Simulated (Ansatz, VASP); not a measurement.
# BiN in two plane-wave programs

Wanted: the spread between two codes on one cell, functional and k mesh. The cell is generated by rule, not measured, and may not be a known phase. The cell is taken from a series of runs on this material, whose earlier steps may have relaxed, scaled, displaced or heated it; both programs get it as it stands.

Method: plane waves, with VASP 6.6.1 beside it; zone-centre phonons at PBEsol, in Ansatz 0.2.0.

The structure was built from a prototype and need not be the compound's stable phase.

### Step 1. Starting point

Symmetry: P2/m, No. 10, monoclinic system. The conventional cell has a = 3.602 Å, b = 3.363 Å, c = 6.726 Å, α = 90.00°, β = 90.91°, γ = 90.00°. Nearest to Bi lie 4 N at 2.18 to 2.78 Å. N has 4 Bi at 2.18 to 2.78 Å nearest. Farther neighbours and most contacts between anions are not listed.

### Step 2. Ansatz: zone-centre phonons, PBEsol

Ansatz runs on its default PAW (the set named soft_2) files.

Second derivatives magnify differences that forces hide, and they need a tight electronic threshold.

File input.yaml:

```yaml
crystal:
  lattice:
    - [3.6007647177, 0.0, 0.0836679109]
    - [0.0, 3.3632139636, 0.0]
    - [-0.2631543475, 0.0, 6.7211438992]
  atoms:
    - { symbol: Bi, position: [0.9356697433, 0.0, 0.7508468057] }
    - { symbol: Bi, position: [0.0643302567, 0.0, 0.2491531943] }
    - { symbol: "N", position: [0.6797623102, 0.5, 0.2522589743] }
    - { symbol: "N", position: [0.3202376898, 0.5, 0.7477410257] }
kpoints:
  mp_grid: { grid: [10, 12, 6] }
hamiltonian:
  xc: pbesol
scf:
  occupations: { method: methfessel_paxton, width: 0.15 }
output:
  eigenvalues: true
phonons:
  method: dfpt
```

Launch:

```sh
$ ansatz run input.yaml --threads 4 --pin off --max-ram 7168MiB --backend cpu --events-out ev --progress --plain --runs-dir out
```

Numbers of over 12 decimals in the logs are rounded to 6 here.

The log of the run:

```text
zone centre: on kpoints.mp_grid the ground state, and the responses unless they are solved on pairs of k-points, stand on 224 of the mesh's 720 k-points, reduced under 2 symmetry operations, with k and −k counted as one. Each operation leaves every solved displacement unchanged or reverses it
Engine: ansatz 0.2.0, aarch64-unknown-linux-gnu
Pseudopotentials: kind: paw
Pseudopotential: Bi, paw, valence charge 15, recommended cutoff 420 eV (normal), Bi.paw.azcp
Pseudopotential: N, paw, valence charge 5, recommended cutoff 420 eV (normal), N.paw.azcp
Functional definition: PBEsol
  exchange = pbesol_x
  correlation = pbesol_c
Crystal: 4 atoms, lattice volume = 81.468 Å³
Basis set: ecut = 420 eV, 1579 PW (Γ), exchange–correlation on 50×48×90 points (8 copies of the dense FFT grid, shifted against one another)
Bands: 24, of which v1, the nominal top of the filled ones, is band 20 counted from 1 (19 counted from 0)
Symmetry: 4 space group operations
k-points: 224 of 720 (irreducible under 2 space group operations, time reversal used)
Non-local potential: Bi, projectors of the file, l = 0: 2, l = 1: 2, l = 2: 2, l = 3: 2
Non-local potential: N, projectors of the file, l = 0: 2, l = 1: 2, l = 2: 1
PAW form: soft (Blöchl's): semilocal exchange-correlation on the pseudo side does not see the compensation charge
PAW frozen core: Bi, regenerated for the run's functional, and the local potential with it (the file was generated under x = pbe(κ = 0.804, μ = 0.219515), c = pbe(β = 0.066725))
PAW frozen core: N, regenerated for the run's functional, and the local potential with it (the file was generated under x = pbe(κ = 0.804, μ = 0.219515), c = pbe(β = 0.066725))
PAW one-centre angular grid: Bi, 590 points (default); XC on 64 Gauss nodes
PAW one-centre angular grid: N, 110 points (default); XC on 64 Gauss nodes
Initial density: superposition of atomic densities (neutral atoms: chi_scale 0, normalization atom), corrected by the library's trained network
Initial wavefunctions: pseudopotential atomic-orbital guess
Functional: x = pbesol(κ = 0.804, μ = 0.123457), c = pbesol(β = 0.046)
SCF iter   1: F=—  HF=-25236.704091 eV  |F-HF|=—  |Δ(HF+E_count)|=         —  Δρ=1.43e-2  dr2=2.31e-1  ethr=1.77e-3  ⟨swp⟩=5.5  Hψ=24447  notcnv=0
preconditioner: auto → Kerker (q_TF=auto, 2.423 Å⁻¹)  [metal: Δε(μ)=0.003 eV  Ē_g=17.214 eV  σ=0.150 eV  W_gap=0.02  n_scr=16 (ndim 8)  ℏωp=26.0 eV  f_vac=0.000  D(μ)=1.79/eV (n_scr^D=10)]
SCF iter   2: F=—  HF=-25236.668435 eV  |F-HF|=—  |Δ(HF+E_count)|=   3.57e-2  S|Δr|=    0.00e0  Δρ=5.78e-3  dr2=4.36e-2  ethr=5.78e-4  ⟨swp⟩=1.0  Hψ=7176  notcnv=0
SCF iter   3: F=—  HF=-25236.660643 eV  |F-HF|=—  |Δ(HF+E_count)|=   7.79e-3  S|Δr|=    0.00e0  Δρ=9.31e-4  dr2=6.34e-4  ethr=1.09e-4  ⟨swp⟩=2.0  Hψ=6563  notcnv=0
SCF iter   4: F=—  HF=-25236.660584 eV  |F-HF|=—  |Δ(HF+E_count)|=   5.89e-5  S|Δr|=    0.00e0  Δρ=1.64e-4  dr2=2.52e-5  ethr=1.59e-6  ⟨swp⟩=2.0  Hψ=7523  notcnv=0  defer=1
SCF iter   5: F=—  HF=-25236.660584 eV  |F-HF|=—  |Δ(HF+E_count)|=   2.85e-8  S|Δr|=    0.00e0  Δρ=5.71e-5  dr2=4.43e-6  ethr=6.30e-8  ⟨swp⟩=2.8  Hψ=9425  notcnv=0  defer=1
SCF iter   6: F=—  HF=-25236.660591 eV  |F-HF|=—  |Δ(HF+E_count)|=   7.38e-6  S|Δr|=    0.00e0  Δρ=1.76e-5  dr2=4.44e-7  ethr=1.11e-8  ⟨swp⟩=2.3  Hψ=7353  notcnv=0  defer=1
SCF iter   7: F=—  HF=-25236.660589 eV  |F-HF|=—  |Δ(HF+E_count)|=   2.76e-6  S|Δr|=    0.00e0  Δρ=5.21e-6  dr2=2.38e-8  ethr=1.11e-9  ⟨swp⟩=2.1  Hψ=7086  notcnv=0  defer=1
SCF iter   8: F=—  HF=-25236.660589 eV  |F-HF|=—  |Δ(HF+E_count)|=   1.64e-8  S|Δr|=    0.00e0  Δρ=1.13e-6  dr2=1.52e-9  ethr=5.95e-11  ⟨swp⟩=2.0  Hψ=7375  notcnv=0  defer=1
SCF iter   9: F=—  HF=-25236.660589 eV  |F-HF|=—  |Δ(HF+E_count)|=  7.42e-10  S|Δr|=    0.00e0  Δρ=3.25e-7  dr2=1.88e-10  ethr=3.80e-12  ⟨swp⟩=2.2  Hψ=7408  notcnv=0  defer=1
SCF iter  10: F=—  HF=-25236.660589 eV  |F-HF|=—  |Δ(HF+E_count)|=  4.73e-11  S|Δr|=    0.00e0  Δρ=9.02e-8  dr2=2.71e-11  ethr=1.00e-12  ⟨swp⟩=2.0  Hψ=5759  notcnv=0  defer=1
SCF iter  11: F=-25236.660589 eV  HF=-25236.660589 eV  |F-HF|=7.28e-12  |Δ(HF+E_count)|=  7.28e-12  S|Δr|=    0.00e0  Δρ=3.91e-8  dr2=4.93e-12  ethr=1.00e-12  ⟨swp⟩=6.1  Hψ=25814  notcnv=0
SCF 1 converged in 11 iterations: F = -25236.660589 eV  dr2 = 4.93e-12
  greatest PAW one-centre occupation: 0.990 electrons in one spin orbital (limit 2), on the Bi atom at site 1 (counted from 0), in its partial waves of l = 2
DFPT response loops at Γ: preconditioner auto → Kerker (q_TF=auto, 2.423 Å⁻¹) (partly filled bands, converged f_vac=0.000); β = 1.00, the filter's whole step (`scf.mixing.beta` (0.50) is not read by the response loops under this deck's `scf.mixing.preconditioner`; to damp them name `kerker` or `kerker_dos`, under which they read `scf.mixing.beta`, and type it under 1.00, their step now; both keys bind the ground state too); Broyden in place of MSR1
SCF converged after 11 iterations
Stability not checked: this state was not tested for a lower state beside it, because cold or Methfessel-Paxton smearing, or corrected tetrahedra, fill the levels in a way that the test cannot read (fill_not_monotonic; see scf.lower_state_search)
Free energy (F): -25236.660589 eV
Harris-Foulkes:  -25236.660589 eV  (|F-HF|=7.28e-12)
Internal energy: -25236.661439 eV  (E = F + TS)
E sigma→0 (E₀):  -25236.660801 eV
Entropy (-TS):   0.000850 eV (0.213 meV/atom)
Fermi energy:    9.292561 eV
Step filling:    the computed levels leave a gap of 0.0002 eV = 0.0 smearing widths at the electron count; against every level under it full and every level over it empty, smearing changes F+E_penalty+E_count by +0.287 meV and its σ→0 estimate by +0.074 meV
--- Per-component energies (eV) ---
  E_band       = -196.715789
  E_kinetic    = 855.123956
  E_local      = -3419.179372  (includes V_loc(G=0)·N_el)
  E_nonlocal   = 1222.212626
  E_hartree    = 1097.261984
  E_xc         = -416.452507
  E_vxc        = -436.058808  (∫ρ·V_xc dr)
  E_paw        = -21263.949214  (= ΣΔE_a)
  E_vpaw       = -613.337342  (= ΣTr[D̂ρ^β])
  E_aug_tail   = -0.000837  (compensation charges beyond the density's cutoff)
  E_ewald      = -3311.913777
  E_core_change = 0.235702  (= ΣΔE_core)
  E_smearing   = 0.000850  (= −TS)
  E_closure    = -0.000000  (closes the sum)
  Σ components = -25236.660589   (vs F -25236.660589, Δ=0.00e0)
--- Band table (eV; the first three rows and the last of 224) ---
  k-point 0: bands = [... 16 lower, 6.8241, 6.9463, 6.9602, 7.9379, 10.9655, 14.2948, 14.3768, 14.8632]
  k-point 1: bands = [... 16 lower, 6.8077, 6.9239, 6.9525, 7.7275, 11.0339, 13.2824, 14.4294, 15.1281]
  k-point 2: bands = [... 16 lower, 6.6981, 6.8629, 6.9372, 7.2034, 11.2399, 12.2848, 14.6510, 15.0986]
  k-point 223: bands = [... 16 lower, 4.6751, 4.6976, 8.3837, 8.4435, 10.4284, 10.6244, 14.7577, 15.0412]
--- Phonons (Γ-DFPT): 6 representative perturbations + reference, on 224 of 720 k-points (Σ response iterations 18) ---
  k mesh reduced under 2 symmetry operations, with k and −k counted as one. Each operation leaves every solved displacement unchanged or reverses it
  ASR residual: 8.081e-6 → 0.000e0 eV/Å²; symmetrization residual: 2.562e-6 eV/Å²
  ASR residual per site (eV/Å²): 7.72e-6 7.72e-6 8.08e-6 8.08e-6
  Γ frequencies (cm⁻¹): -58.75 0.00 0.00 0.00 1.68 15.27 59.58 148.80 369.57 380.79 382.27 389.69
  non-analytic LO–TO correction: not included (Born effective charges unavailable; polar crystals: no LO–TO splitting at Γ)
```

(Part 1 of 3 ends here.)

[Lines on the potential files, build, host, timing and source positions are cut from VASP's logs without a mark.]

[Logs are printed without paths, hosts, clocks, repeated set-up lines and the standing remarks that a program may print on its own settings, such as how far it seeks lower states.]

[Hosts, paths, dates, database ids (printed as entryN), source tags and the programs' standing remarks are cut or masked in the printed files.]
